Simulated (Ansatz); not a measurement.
# Al3Ru2: the cost of one run

Program: Ansatz 0.2.0. Level of theory: DFT PBEsol, scalar-relativistic, plane waves, PAW. These are calculated values, not measurements.

1 further run of the same task is left out (set aside as unsound or not needed).

### Step 1. The system as given

The structure is tetragonal, space group I4/mmm (No. 139). The conventional cell has a = 3.073 Å, b = 3.073 Å, c = 14.252 Å, α = 90.00°, β = 90.00°, γ = 90.00°. Al (site symmetry 4/mmm) has 8 Ru at 2.64 Å and 2 Al at 2.76 Å as nearest neighbours. Al (site symmetry 4mm) has 5 Ru at 2.51 to 2.86 Å and 5 Al at 2.70 to 2.76 Å as nearest neighbours. Around Ru (site symmetry 4mm) lie 9 Al at 2.51 to 2.86 Å.

Coordinates:

```
Al Ru
1.0
    -1.53668    1.53668    7.12583
     1.53668   -1.53668    7.12583
     1.53668    1.53668   -7.12583
Al Ru
3 2
Direct
  0.00000 0.00000 0.00000
  0.80626 0.80626 0.00000
  0.19374 0.19374 0.00000
  0.60566 0.60566 0.00000
  0.39434 0.39434 0.00000
```

It goes back to an entry of the Materials Project, which need not be the stable form.

It is the result of an earlier relaxation at this level (volume 13.46 Å³/atom; gap on the mesh: none (metal)).

### Step 2. Electronic structure at the relaxed geometry

File input.yaml:

```yaml
crystal:
  lattice:
    - [-1.5366813991, 1.5366813991, 7.1258323418]
    - [1.5366813991, -1.5366813991, 7.1258323418]
    - [1.5366813991, 1.5366813991, -7.1258323418]
  atoms:
    - { symbol: Al, position: [0.0, 0.0, 0.0] }
    - { symbol: Al, position: [0.8062567814, 0.8062567814, 0.0] }
    - { symbol: Al, position: [0.1937432186, 0.1937432186, 0.0] }
    - { symbol: Ru, position: [0.6056584131, 0.6056584131, 0.0] }
    - { symbol: Ru, position: [0.3943415869, 0.3943415869, 0.0] }
basis:
  ecutwfc: 420
kpoints:
  mp_grid: { grid: [16, 16, 16] }
  band_path:
    path:
      - [[0.0, 0.0, 0.0], [0.0, 0.0, 0.5], [0.25, 0.25, 0.25], [0.0, 0.5, 0.0], [0.0, 0.0, 0.0], [0.5, 0.5, -0.5], [0.26162616, 0.73837384, -0.26162616]]
      - [[-0.26162616, 0.26162616, 0.26162616], [0.0, 0.0, 0.0]]
      - [[0.0, 0.0, 0.5], [-0.02325233, 0.02325233, 0.5]]
      - [[0.5, 0.5, -0.02325233], [0.5, 0.5, -0.5]]
    npoints: 14
hamiltonian:
  xc: pbesol
scf:
  occupations: { method: gaussian, width: 0.1 }
  n_extra_bands: 12
output:
  forces: true
  stress: true
  eigenvalues: true
  populations: true
  dos: { projected: true, de: 0.02, nscf_kmesh: { grid: [24, 24, 24] } }
  bader: true
```

On the command line:

```sh
$ ansatz run input.yaml --threads 1 --pin off --max-ram 2560MiB --backend cpu --events-out ev --progress --plain --runs-dir out
```

What time and memory should one allow on 1 thread of Intel Xeon 6975P-C (Granite Rapids), shared host?

About 85 s, with a peak of 1.4 GiB.
